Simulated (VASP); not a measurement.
# CdS (Fm-3m) in VASP: a series of runs

Runs on CdS. Level: PBEsol. Tasks: single point.

Program: VASP 6.6.1. These are calculated values, not measurements. Logs are shortened: lines on timing, memory, paths and dates and some standing lists are left out, and cuts for length are marked.

### Step 1. The crystal as given

Symmetry: Fm-3m, No. 225, cubic system. The conventional cell has a = 5.506 Å, b = 5.506 Å, c = 5.506 Å, α = 90.00°, β = 90.00°, γ = 90.00°. Around Cd (site symmetry m-3m) lie 6 S at 2.75 Å. S (site symmetry m-3m) has 6 Cd at 2.75 Å as nearest neighbours.

Measurements of this composition are mostly on another form, of space group No. 186.

### Step 2. Single point, PBEsol, spin-orbit coupling, no magnetisation

INCAR

```
  ALGO = Normal
  EDIFF = 1E-7
  ENCUT = 600
  GGA = PS
  GGA_COMPAT = False
  ISIF = 2
  ISMEAR = 0
  LASPH = True
  LCHARG = False
  LORBIT = 11
  LREAL = False
  LSORBIT = True
  LWAVE = False
  MAGMOM = 0 0 0 0 0 0
  NBANDS = 34
  NELM = 100
  PREC = Accurate
  SIGMA = 0.02
```

KPOINTS

```
k-points
0
Gamma
  6 6 6
```

POSCAR

```
CdS
1.0
    0.0000000000      2.7532440000      2.7532440000
    2.7532440000      0.0000000000      2.7532440000
    2.7532440000      2.7532440000      0.0000000000
Cd S
1 1
Direct
    0.0000000000      0.0000000000      0.0000000000
    0.5000000000      0.5000000000      0.5000000000
```

Potentials or basis: VASP PAW PBE potentials, release 64 (Cd, S).

Started as:

```bash
> cat potpaw_PBE.64/Cd/POTCAR potpaw_PBE.64/S/POTCAR > POTCAR
> mpirun -np 1 vasp_ncl > vasp.out
```

OUTCAR:

```text
EDIFF = 1E-7
   ENCUT = 600
   GGA = PS
   ISIF = 2
   ISMEAR = 0
   LASPH = True
   LORBIT = 11
   LREAL = False
   LSORBIT = True
   NELM = 100
   PREC = Accurate

 Found     16 irreducible k-points:

 Following reciprocal coordinates:
            Coordinates               Weight
  0.000000  0.000000  0.000000      1.000000
  0.166667  0.000000  0.000000      8.000000
  0.333333  0.000000  0.000000      8.000000
  0.500000  0.000000  0.000000      4.000000
  0.166667  0.166667  0.000000      6.000000
  0.333333  0.166667  0.000000     24.000000
   k-points           NKPTS =     16   k-points in BZ     NKDIM =     16   number of bands    NBANDS=     34
   number of dos      NEDOS =    301   number of ions     NIONS =      2
   total plane-waves  NPLWV =  32768
   dimension x,y,z NGX =    32 NGY =   32 NGZ =   32
   dimension x,y,z NGXF=    64 NGYF=   64 NGZF=   64
   ions per type =               1   1
   NGX,Y,Z   is equivalent  to a cutoff of  13.66, 13.66, 13.66 a.u.
   NGXF,Y,Z  is equivalent  to a cutoff of  27.33, 27.33, 27.33 a.u.
 SYSTEM =  unknown system
   PREC   = accura    normal or accurate (medium, high low for compatibility)
   ISTART =      0    job   : 0-new  1-cont  2-samecut
   ICHARG =      2    charge: 1-file 2-atom 10-const
   ISPIN  =      1    spin polarized calculation?
   LNONCOLLINEAR =      T non collinear calculations
   LSORBIT =      T    spin-orbit coupling
   LASPH  =      T    aspherical Exc in radial PAW
   ENCUT  =  600.0 eV  44.10 Ry    6.64 a.u.   7.78  7.78  7.78*2*pi/ulx,y,z
   NELM   =    100;   NELMIN=  2; NELMDL= -5     # of ELM steps
   EDIFF  = 0.1E-06   stopping-criterion for ELM
   LREAL  =      F    real-space projection
   EDIFFG = 0.1E-05   stopping-criterion for IOM
   NSW    =      0    number of steps for IOM
   IBRION =     -1    ionic relax: 0-MD 1-quasi-New 2-CG
   NFREE  =      0    steps in history (QN), initial steepest desc. (CG)
   ISIF   =      2    stress and relaxation
   ISYM   =      2    0-nonsym 1-usesym 2-fastsym
   POTIM  = 0.5000    time-step for ionic-motion
   TEBEG  =    0.0;   TEEND  =   0.0 temperature during run
   PSTRESS=    0.0 pullay stress
   NELECT =      18.0000    total number of electrons
   NUPDOWN=      -1.0000    fix difference up-down
   EMIN   =  10.00;   EMAX   =-10.00  energy-range for DOS
   EFERMI =   0.00;   METHOD = LEGACY
   ISMEAR =     0;   SIGMA  =   0.02  broadening in eV -4-tet -1-fermi 0-gaus
   EFERMI_NEDOS =   21; number of points for ismear=-14 and -15
   IALGO  =     38    algorithm
   IMIX   =      4    mixing-type and parameters
     AMIX     =   0.40;   BMIX     =  1.00
     AMIX_MAG =   1.60;   BMIX_MAG =  1.00
  volume/ion in A,a.u.               =      20.87       140.84
  Fermi-wavevector in a.u.,A,eV,Ry     =   1.236833  2.337275 20.813583  1.529755
  Thomas-Fermi vector in A             =   2.371425
   LORBIT       =     11    0 simple, 1 ext, 2 COOP (PROOUT), +10 PAW based schemes
   GGA     = PS    functional components
   LHFCALC =     F    Hartree Fock is set to
   AEXX    =    0.0000 exact exchange contribution
   IVDW    =     0    specifies the selected vdW correction
   LEPSILON=     F    determine dielectric tensor
   LRPA    =     F    only Hartree local field effects (RPA)
 Gauss-broadening in eV      SIGMA  =   0.02
  energy-cutoff  :      600.00
  volume of cell :       41.74
 maximum number of plane-waves:      2822
   NGX = 15   NGY = 15   NGZ = 15

 number of electron      17.9999999 magnetization       0.0000000     -0.0000000      0.0000000

 number of electron      17.9999999 magnetization       0.0000000      0.0000000      0.0000000

 number of electron      17.9999999 magnetization      -0.0000000     -0.0000000     -0.0000000

 Free energy of the ion-electron system (eV)
  ---------------------------------------------------
  ext. energy  EPLUGINS =         0.00000000
  ---------------------------------------------------
  free energy    TOTEN  =        -6.63918514 eV

  energy without entropy =       -6.63918505  energy(sigma->0) =       -6.63918509

 E-fermi :   2.6902     XC(G=0): -10.5076

 val. band max:        2.6320488580   @ k =   0.5000   0.0000   0.0000
 cond. band min:       2.7475012392   @ k =   0.5000   0.5000   0.0000
 fundamental gap:      0.1154523812
 Fermi energy:         2.6902497923

 k-point     1 :       0.0000    0.0000    0.0000
  band No.  band energies     occupation
      1     -10.0620      1.00000
      2     -10.0620      1.00000
      3      -5.3537      1.00000
      4      -5.3537      1.00000
      5      -5.3537      1.00000
      6      -5.3537      1.00000
[... 22 lines left out ...]
     29      13.7085      0.00000
     30      13.7085      0.00000

 k-point     2 :       0.1667    0.0000    0.0000
  band No.  band energies     occupation
      1      -9.8332      1.00000
      2      -9.8332      1.00000
      3      -5.3839      1.00000
      4      -5.3839      1.00000
      5      -5.3581      1.00000
      6      -5.3581      1.00000
[... 22 lines left out ...]
     29      12.8425      0.00000
     30      12.8425      0.00000

 k-point     3 :       0.3333    0.0000    0.0000
  band No.  band energies     occupation
      1      -9.2900      1.00000
      2      -9.2900      1.00000
      3      -5.4633      1.00000
      4      -5.4633      1.00000
      5      -5.4045      1.00000
      6      -5.4045      1.00000
[... 22 lines left out ...]
     29      14.1837      0.00000
     30      14.1837      0.00000

 k-point     4 :       0.5000    0.0000    0.0000
  band No.  band energies     occupation
      1      -8.9509      1.00000
      2      -8.9509      1.00000
      3      -5.5093      1.00000
      4      -5.5093      1.00000
      5      -5.4608      1.00000
      6      -5.4608      1.00000
[... 22 lines left out ...]
     29      15.5455      0.00000
     30      15.5455      0.00000

 k-point     5 :       0.1667    0.1667    0.0000
  band No.  band energies     occupation
      1      -9.7776      1.00000
      2      -9.7776      1.00000
      3      -5.3834      1.00000
      4      -5.3834      1.00000
      5      -5.3502      1.00000
      6      -5.3502      1.00000
[... 22 lines left out ...]
     29      15.1038      0.00000
     30      15.1038      0.00000

 k-point     6 :       0.3333    0.1667    0.0000
  band No.  band energies     occupation
      1      -9.3946      1.00000
      2      -9.3946      1.00000
      3      -5.3971      1.00000
      4      -5.3971      1.00000
      5      -5.3489      1.00000
      6      -5.3489      1.00000
[... 22 lines left out ...]
     29      15.2800      0.00000
     30      15.2800      0.00000

 [... further k-points ...]

 [bands above 30 left out]

------------------------ aborting loop because EDIFF is reached ----------------------------------------

  FORCE on cell =-STRESS in cart. coord.  units (eV):
  Direction    XX          YY          ZZ          XY          YZ          ZX
  --------------------------------------------------------------------------------------
  -------------------------------------------------------------------------------------
  Total       -1.0459663     -1.0459663     -1.0459663     -0.0000000     -0.0000000      0.0000000
  in kB      -40.1480240    -40.1480240    -40.1480240     -0.0000000     -0.0000000      0.0000000
  external PRESSURE =     -40.1480240 kB  Pullay stress =       0.0000000 kB

 VOLUME and BASIS-vectors are now :
 -----------------------------------------------------------------------------
  energy-cutoff  :      600.00
  volume of cell :       41.74
      direct lattice vectors                 reciprocal lattice vectors
     0.000000000  2.753244000  2.753244000    -0.181603955  0.181603955  0.181603955
     2.753244000  0.000000000  2.753244000     0.181603955 -0.181603955  0.181603955
     2.753244000  2.753244000  0.000000000     0.181603955  0.181603955 -0.181603955

 POSITION                                       TOTAL-FORCE (eV/Angst)
 -----------------------------------------------------------------------------------
      0.00000      0.00000      0.00000        -0.000000     -0.000000      0.000000
      2.75324      2.75324      2.75324         0.000000      0.000000     -0.000000
 -----------------------------------------------------------------------------------
    total drift:                                0.000000     -0.000000     -0.000000

  FREE ENERGIE OF THE ION-ELECTRON SYSTEM (eV)
  ---------------------------------------------------
  free  energy   TOTEN  =        -6.6391851374 eV

  energy  without entropy=       -6.6391850501  energy(sigma->0) =       -6.63918509

 Spin-Orbit-Coupling matrix elements

 Ion:    1  E_soc:     -0.0527526
 l=   1
     0.0000000    -0.0019254    -0.0019254
    -0.0019254     0.0000000    -0.0019254
    -0.0019254    -0.0019254     0.0000000
 l=   2
     0.0000000    -0.0013906     0.0000000    -0.0013906    -0.0054761
    -0.0013906     0.0000000    -0.0041071    -0.0013906    -0.0013690
     0.0000000    -0.0041071     0.0000000    -0.0041071     0.0000000
    -0.0013906    -0.0013906    -0.0041071     0.0000000    -0.0013690
    -0.0054761    -0.0013690     0.0000000    -0.0013690     0.0000000
 l=   3
     0.0000000     0.0000000     0.0000000     0.0000000     0.0000000     0.0000000     0.0000000
     0.0000000     0.0000000     0.0000000     0.0000000     0.0000000     0.0000000     0.0000000
     0.0000000     0.0000000     0.0000000     0.0000000     0.0000000     0.0000000     0.0000000
     0.0000000     0.0000000     0.0000000     0.0000000     0.0000000     0.0000000     0.0000000
     0.0000000     0.0000000     0.0000000     0.0000000     0.0000000     0.0000000     0.0000000
     0.0000000     0.0000000     0.0000000     0.0000000     0.0000000     0.0000000     0.0000000
     0.0000000     0.0000000     0.0000000     0.0000000     0.0000000     0.0000000     0.0000000

 Ion:    2  E_soc:     -0.0020914
 l=   1
     0.0000000    -0.0003486    -0.0003486
    -0.0003486     0.0000000    -0.0003486
    -0.0003486    -0.0003486     0.0000000
 l=   2
     0.0000000     0.0000000     0.0000000     0.0000000     0.0000000
     0.0000000     0.0000000     0.0000000     0.0000000     0.0000000
     0.0000000     0.0000000     0.0000000     0.0000000     0.0000000
     0.0000000     0.0000000     0.0000000     0.0000000     0.0000000
     0.0000000     0.0000000     0.0000000     0.0000000     0.0000000
 l=   3
     0.0000000     0.0000000     0.0000000     0.0000000     0.0000000     0.0000000     0.0000000
     0.0000000     0.0000000     0.0000000     0.0000000     0.0000000     0.0000000     0.0000000
     0.0000000     0.0000000     0.0000000     0.0000000     0.0000000     0.0000000     0.0000000
     0.0000000     0.0000000     0.0000000     0.0000000     0.0000000     0.0000000     0.0000000
     0.0000000     0.0000000     0.0000000     0.0000000     0.0000000     0.0000000     0.0000000
     0.0000000     0.0000000     0.0000000     0.0000000     0.0000000     0.0000000     0.0000000
     0.0000000     0.0000000     0.0000000     0.0000000     0.0000000     0.0000000     0.0000000

 total charge

# of ion       s       p       d       tot
------------------------------------------
    1        0.376   0.243   9.579  10.198
    2        1.334   2.335   0.000   3.669
--------------------------------------------------
tot          1.710   2.578   9.579  13.867

 magnetization (x)

# of ion       s       p       d       tot
------------------------------------------
    1        0.000  -0.000  -0.000  -0.000
    2        0.000   0.000   0.000   0.000
--------------------------------------------------
tot          0.000  -0.000  -0.000  -0.000

 magnetization (y)

# of ion       s       p       d       tot
------------------------------------------
    1        0.000  -0.000  -0.000  -0.000
    2        0.000   0.000   0.000   0.000
--------------------------------------------------
tot          0.000   0.000  -0.000   0.000

 magnetization (z)

# of ion       s       p       d       tot
------------------------------------------
    1       -0.000  -0.000  -0.000  -0.000
    2        0.000   0.000   0.000   0.000
--------------------------------------------------
tot         -0.000  -0.000  -0.000  -0.000
```

Wall time 28 s (1 thread of Intel Xeon 6975P-C (Granite Rapids), shared host); peak memory 0.32 GiB.

The run converged, but some of its settings lie outside the range that counts as converged, so its numbers aren't taken as properties of the crystal.

Results:

* Free energy: -6.6392 eV
* Pressure: -4.0 GPa
* Valence electrons inside the program's atomic spheres: Cd 10.20; S 3.67

Caveat: the PAW data sets were made with another functional, which shifts forces and pressure a little.

[end of part 1 of 3]
